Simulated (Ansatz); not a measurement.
CuI, DFT, LDA, PAW with Ansatz's default frozen-core files, scalar-relativistic (Ansatz 0.2.0), run on 1 thread of Arm Neoverse V1 on a shared host.

The cell is COD entry 9004456, as deposited and not checked against the literature; nothing was relaxed. It differs from other determinations. The listed cell was then made from it by scaling, straining or moving an atom.

Command: `ansatz run input.yaml --threads 1 --pin off --max-ram 2048MiB --backend cpu --events-out ev --progress --plain --runs-dir out`

```yaml
crystal:
  lattice:
    - [0.0, 2.9905287613, 2.9905287613]
    - [2.9905287613, 0.0, 2.9905287613]
    - [2.9905287613, 2.9905287613, 0.0]
  atoms:
    - { symbol: Cu, position: [0.75, 0.75, 0.75] }
    - { symbol: I, position: [0.0, 0.0, 0.0] }
kpoints:
  mp_grid: { grid: [9, 9, 9] }
scf:
  occupations: { method: fermi_dirac, width: 0.03 }
hamiltonian:
  xc: lda
  pseudopotentials: { kind: paw }
output:
  forces: true
  stress: true
  eigenvalues: true
  efg: { contact_densities: true }
```

(1) How large is the problem that the program sets up?

(2) About how long does it take, and how much memory does it use?

(3) And the same cell and mesh by all-electron LAPW, asked for forces, stress, eigenvalues, on the same hardware?

## Answers

(1) 35 irreducible k-points, 1037 plane waves at Γ, 22 bands.

(2) 6 s of wall time for 6 SCF iterations, with a peak of 0.39 GiB. Times on shared machines scatter by tens of per cent.

(3) 26 s, peak memory 0.32 GiB.
